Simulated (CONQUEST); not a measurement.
Crystal: SiC (Moissanite).

```xyz
8
Lattice="3.0760 0.0000 0.0000 0.0000 5.0480 0.0000 0.0000 0.0000 5.3278" Properties=species:S:1:pos:R:3 pbc="T T T"
Si    0.0000    2.5240    1.7759
Si    1.5380    2.5240    4.4398
Si    0.0000    0.0000    3.5519
Si    1.5380    0.0000    0.8880
C     0.0000    4.4675    1.7759
C     1.5380    4.4675    4.4398
C     0.0000    1.9435    3.5519
C     1.5380    1.9435    0.8880
```

Program: CONQUEST 1.3. Alike in all runs: task single point; level PBE; no spin polarisation; cell as given; smearing fermi-dirac 0.05 eV.

Q: Order these runs on this cell by their pressure, lowest first.
A. potentials or basis PseudoDojo NC PBE, SZ, grid cutoff 120 Ha; k mesh 6 × 4 × 4
B. potentials or basis PseudoDojo NC PBE, SZP, grid cutoff 120 Ha; k mesh 9 × 5 × 5
C. potentials or basis PseudoDojo NC PBE, DZ, grid cutoff 120 Ha; k mesh 6 × 4 × 4
D. potentials or basis PseudoDojo NC PBE, DZP, grid cutoff 120 Ha; k mesh 6 × 4 × 4

A: D (6.3 GPa), B (12.9 GPa), C (20.6 GPa), A (27.4 GPa).

Caveats: the box holds several primitive cells, so bands are folded and the points are those of the box's own zone; the basis of atomic orbitals isn't converged, which shifts pressures, moduli and gaps; the atomic basis is small (some runs); so large a pressure means that the cell lies far from this level's equilibrium, or that cutoff or potentials fall short (some runs).
